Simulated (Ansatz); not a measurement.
Ansatz (a program for electronic structure) input:

Ansatz 0.2 input:
```yaml
crystal:
  lattice:
    - [2.6904302436, 0.0, 0.0]
    - [-1.3452151218, 2.3299809381, 0.0]
    - [0.0, 0.0, 4.3699300926]
  atoms:
    - { symbol: Be, position: [0.6666666667, 0.3333333333, 0.000131794] }
    - { symbol: Be, position: [0.3333333333, 0.6666666667, 0.500131794] }
    - { symbol: O, position: [0.6666666667, 0.3333333333, 0.377868206] }
    - { symbol: O, position: [0.3333333333, 0.6666666667, 0.877868206] }
kpoints:
  mp_grid: { grid: [9, 9, 5] }
hamiltonian:
  xc: hse06
  pseudopotentials: { kind: paw }
scf:
  n_extra_bands: 6
  occupations: { method: fixed }
output:
  eigenvalues: true
  eigenstates:
    e_range: [-9.0, 20.8]
    kpoints:
      - [0.0, 0.0, 0.0]  # VBM
      - [0.0, 0.0, 0.0]  # CBM
      - [0.0, 0.0, 0.0]  # GAMMA
      - [0.0, 0.0, 0.5]  # A
      - [0.3333333333, 0.3333333333, 0.0]  # K
      - [0.3333333333, 0.3333333333, 0.5]  # H
      - [0.5, 0.0, 0.0]  # M
      - [0.5, 0.0, 0.5]  # L
```

Output (shortened):

```
Pseudopotential: Be, paw, valence charge 2
Pseudopotential: O, paw, valence charge 6
Functional definition: HSE06
davidson cushion auto → on  (no smearing: the cushion is to keep the highest requested band from converging to the state above it …
Crystal: 4 atoms, lattice volume = 27.394 Å³
Basis set: ecut = 420 eV, 549 PW (Γ)
Bands: 14, of which v1, the nominal top of the filled ones, is band 8 counted from 1 (7 counted from 0)
Symmetry: 12 space group operations
Space group: P63mc (ITA 186), of the structure as read, at distance tolerance 3.0e-5 Å
k-points: 36 of 405 (time reversal used)
SCF iter   1: F=—  HF=-1326.392692 eV  |F-HF|=—  |Δ(HF+E_count)|=         —  Δρ=7.66e-4  dr2=3.44e-5  ethr=1.77e-3  ⟨swp⟩=2.0  Hψ=3736  notcnv=0
preconditioner: auto → none
SCF iter   2: F=-1326.393006 eV  HF=-1326.392999 eV  |F-HF|=6.88e-6  |Δ(HF+E_count)|=   3.07e-4  Δρ=3.70e-4  dr2=5.23e-6  ethr=2.15e-7  ⟨swp⟩=4.0  Hψ=1778  notcnv=0
SCF 1 stopped early in 2 iterations: F = -1326.393006 eV  dr2 = 5.23e-6
Crystal: 4 atoms, lattice volume = 27.394 Å³
Exchange kernel: α = 0.2500, screened, ω = 0.2079 Å⁻¹, Wigner–Seitz truncation, v(0) = 1046.6098 eV·Å³, q-mesh 9×9×5, nearest image of the exchange supercell L …
Frozen-core exchange: fock
SCF iter   1: F=—  HF=-1326.549046 eV  |F-HF|=—  |Δ(HF+E_count)|=         —  Δρ=7.49e-3  dr2=8.23e-3  ethr=3.27e-7  ⟨swp⟩=7.4  Hψ=2875  notcnv=0
preconditioner: auto → none
SCF iter   2: F=—  HF=-1326.546545 eV  |F-HF|=—  |Δ(HF+E_count)|=   2.50e-3  Δρ=3.94e-3  dr2=1.63e-3  ethr=3.27e-7  ⟨swp⟩=4.0  Hψ=1782  notcnv=0
SCF iter   3: F=—  HF=-1326.550035 eV  |F-HF|=—  |Δ(HF+E_count)|=   3.49e-3  Δρ=1.41e-3  dr2=5.43e-4  ethr=3.27e-7  ⟨swp⟩=4.0  Hψ=1787  notcnv=0
SCF iter   4: F=—  HF=-1326.549878 eV  |F-HF|=—  |Δ(HF+E_count)|=   1.57e-4  Δρ=3.24e-4  dr2=2.54e-5  ethr=3.27e-7  ⟨swp⟩=3.5  Hψ=1688  notcnv=0
iter 5 solved again at ethr=4.72e-9 eV; its pass at ethr=1.44e-7 eV (dr2=7.55e-7 eV) is discarded
SCF iter   5: F=-1326.549892 eV  HF=-1326.549892 eV  |F-HF|=6.41e-8  |Δ(HF+E_count)|=   1.42e-5  Δρ=5.69e-5  dr2=1.23e-6  ethr=4.72e-9  ⟨swp⟩=2.5  Hψ=2434  notcnv=0
SCF 2 stopped early in 5 iterations: F = -1326.549892 eV  dr2 = 1.23e-6
hybrid outer 1: dexx = +4.399e-3 eV, tail = 8.57e-6 eV
Crystal: 4 atoms, lattice volume = 27.394 Å³
Exchange kernel: α = 0.2500, screened, ω = 0.2079 Å⁻¹, Wigner–Seitz truncation, v(0) = 1046.6098 eV·Å³, q-mesh 9×9×5, nearest image of the exchange supercell L …
Frozen-core exchange: fock
SCF iter   1: F=—  HF=-1326.549944 eV  |F-HF|=—  |Δ(HF+E_count)|=         —  Δρ=4.41e-5  dr2=6.35e-7  ethr=2.68e-7  ⟨swp⟩=2.9  Hψ=1232  notcnv=0
preconditioner: auto → none
iter 2 solved again at ethr=1.54e-10 eV; its pass at ethr=3.11e-9 eV (dr2=2.46e-8 eV) is discarded
SCF iter   2: F=-1326.549944 eV  HF=-1326.549944 eV  |F-HF|=1.42e-8  |Δ(HF+E_count)|=   5.81e-8  Δρ=1.26e-5  dr2=3.39e-8  ethr=1.54e-10  ⟨swp⟩=2.3  Hψ=2567  notcnv=0
SCF 3 converged in 2 iterations: F = -1326.549944 eV  dr2 = 3.39e-8
hybrid outer 2: dexx = +5.586e-8 eV, tail = 7.48e-8 eV, Δε = 2.23e-3 eV (about 2.80e-4 eV left of the loop's levels)
NSCF: frozen V_eff on 8 k-points
hybrid SCF converged: 2 outer / 7 inner (+2 warm-up), last move |dexx| = 5.59e-8 eV, tail = 7.48e-8 eV
Stability not checked (fock_operator)
Free energy (F): -1326.549944 eV
Frozen-core exchange: fock
Harris-Foulkes:  -1326.549944 eV  (|F-HF|=1.42e-8)
Internal energy: -1326.549944 eV  (E = F + TS)
E sigma→0 (E₀):  -1326.549944 eV
Fermi energy:    4.734468 eV
--- Per-component energies (eV) ---
  E_band       = -34.117949
  E_kinetic    = 401.871550
  E_local      = -675.359285  (includes V_loc(G=0)·N_el)
  E_nonlocal   = 103.253430
  E_hartree    = 237.714782
  E_xc         = -152.355526
  E_vxc        = -185.786600  (∫ρ·V_xc dr)
  E_exx        = -45.729318  (= α·E_x^exact, valence–valence)
  E_paw        = -428.377824  (= ΣΔE_a)
  E_vpaw       = -62.068998  (= ΣTr[D̂ρ^β])
  E_aug_tail   = 0.005078  (compensation charges beyond the density's cutoff)
  E_ewald      = -767.502377
  E_core_change = -0.070454  (= ΣΔE_core)
  E_smearing   =  0.000000  (= −TS)
  E_closure    =  0.000000  (closes the sum)
  Σ components = -1326.549944   (vs F -1326.549944, Δ=0.00e0)
  [band-id]    e_kinetic+e_local+e_nonlocal+2·e_hartree+e_vxc+2·e_exx+e_vpaw+e_augmentation_tail = -34.113897   (vs E_band -34.117949, Δ=4.05e-3)
--- Band table (eV; the first three rows and the last of 36) ---
  k-point 0: bands = ["-15.6535", "-13.7176", "-2.0136", "3.6343", "3.6343", "4.6882", "4.6882", "4.7345", "14.3094", "18.4820", "21.2638", "21.2638", "22.0096", "22.2358"]
  k-point 1: bands = ["-15.5071", "-13.9571", "-1.4246", "3.7296", "3.7296", "3.9449", "4.5820", "4.5820", "14.8521", "18.1597", "21.3613", "21.3613", "21.8872", "21.9856"]
  k-point 2: bands = ["-15.0950", "-14.5123", "0.1190", "2.1219", "3.9841", "3.9841", "4.3093", "4.3093", "16.0460", "17.2750", "21.6681", "21.6709", "21.7238", "21.7238"]
  k-point 35: bands = ["-13.3349", "-13.3349", "-0.4359", "0.0022", "0.0022", "0.4181", "3.2521", "3.2521", "17.7230", "19.0021", "19.1211", "19.1211", "24.7897", "24.7897"]
```

Cost: about 80 core-seconds (a rough figure) on shared cores.

The points marked VBM and CBM come from a semilocal run.

Space group P6_3mc (wurtzite). The cell was relaxed with r²SCAN under the symmetry of its start; phonons on a q-mesh show no instability.

Potentials: the later of the program's two PAW sets.

Ansatz is a plane-wave DFT program.
